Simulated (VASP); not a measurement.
P, 2 atoms in the cell. Symmetry: R-3m, No. 166, trigonal system. The conventional cell has a = 3.340 Å, b = 3.340 Å, c = 8.147 Å, α = 90.00°, β = 90.00°, γ = 120.00°. P (site symmetry 3m) is surrounded by 6 P at 2.30 to 2.42 Å. This isn't the form of P at room conditions, which is orthorhombic.

- Program: VASP 6.6.1
- Task: relaxation of cell and atoms
- Functional: PBEsol
- Dispersion: D3(BJ)
- Potentials or basis: VASP PAW PBE potentials, release 64 (P)
- Cutoff: 520 eV
- k mesh: 12 × 12 × 12
- Occupations: gaussian, width 0.02 eV
- Spin: no spin polarisation
- Target pressure: 7.4 GPa
- Further INCAR settings: ALGO = Fast; EDIFF = 1e-07; IBRION = 2; EDIFFG = -0.15; NSW = 80; ISIF = 3
- Target pressure: 7.4 GPa

Potentials or basis: VASP PAW PBE potentials, release 64 (P).

Run with:

```console
$ cat potpaw_PBE.64/P/POTCAR > POTCAR
$ mpirun -np 1 vasp_std > vasp.out
```

Hardware: 1 thread of Intel(R) Xeon(R) Platinum 8488C (Sapphire Rapids), with other jobs on the host.

Problem. How long does it take, and how much memory?

Solution. Wall time 41 s on 1 thread of Intel(R) Xeon(R) Platinum 8488C (Sapphire Rapids) (shared host), peak memory 0.18 GiB. Counts: scf iterations 13, k points 189, ion steps 1.
